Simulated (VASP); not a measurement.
A run of VASP 6.6.1 is set up as follows.

Contents of INCAR:

```
SYSTEM = AlN
PREC = Accurate
ENCUT = 520
EDIFF = 1E-7
ISMEAR = 0
SIGMA = 0.02
LREAL = .FALSE.
LASPH = .TRUE.
NELM = 80
ALGO = Normal
ISIF = 2
LWAVE = .FALSE.
LCHARG = .FALSE.
METAGGA = R2SCAN
LMIXTAU = .TRUE.
```

KPOINTS

```
Automatic mesh
0
G
  10 10 10
  0 0 0
```

The input POSCAR:

```
AlN
1.0
    0.0000000000      2.0219600000      2.0219600000
    2.0219600000      0.0000000000      2.0219600000
    2.0219600000      2.0219600000      0.0000000000
Al N
1 1
Direct
    0.5000000000      0.5000000000      0.5000000000
    0.0000000000      0.0000000000      0.0000000000
```

File KPOINTS_OPT:

```
path GXWKGLUWLK,UX
15
line-mode
reciprocal
 0.0000000000  0.0000000000  0.0000000000  G
 0.5000000000  0.0000000000  0.5000000000  X

 0.5000000000  0.0000000000  0.5000000000  X
 0.5000000000  0.2500000000  0.7500000000  W

 0.5000000000  0.2500000000  0.7500000000  W
 0.3750000000  0.3750000000  0.7500000000  K

 0.3750000000  0.3750000000  0.7500000000  K
 0.0000000000  0.0000000000  0.0000000000  G

 0.0000000000  0.0000000000  0.0000000000  G
 0.5000000000  0.5000000000  0.5000000000  L

 0.5000000000  0.5000000000  0.5000000000  L
 0.6250000000  0.2500000000  0.6250000000  U

 0.6250000000  0.2500000000  0.6250000000  U
 0.5000000000  0.2500000000  0.7500000000  W

 0.5000000000  0.2500000000  0.7500000000  W
 0.5000000000  0.5000000000  0.5000000000  L

 0.5000000000  0.5000000000  0.5000000000  L
 0.3750000000  0.3750000000  0.7500000000  K

 0.6250000000  0.2500000000  0.6250000000  U
 0.5000000000  0.0000000000  0.5000000000  X
```

Potentials or basis: VASP PAW PBE potentials, release 64 (Al, N).

Launch:

```bash
$ cat potpaw_PBE.64/Al/POTCAR potpaw_PBE.64/N/POTCAR > POTCAR
$ mpirun -np 1 vasp_std > vasp.out
```

(1) Predict the band gap along the path.

(2) Predict the band gap on the k mesh.

(3) Predict the pressure.

## Answers

(1) 5.48 eV, indirect (least direct gap 6.51 eV).

(2) 5.48 eV, indirect (least direct gap 6.51 eV).

(3) -2.1 GPa.

Caveat: the PAW data sets were made with another functional, which shifts forces and pressure a little.
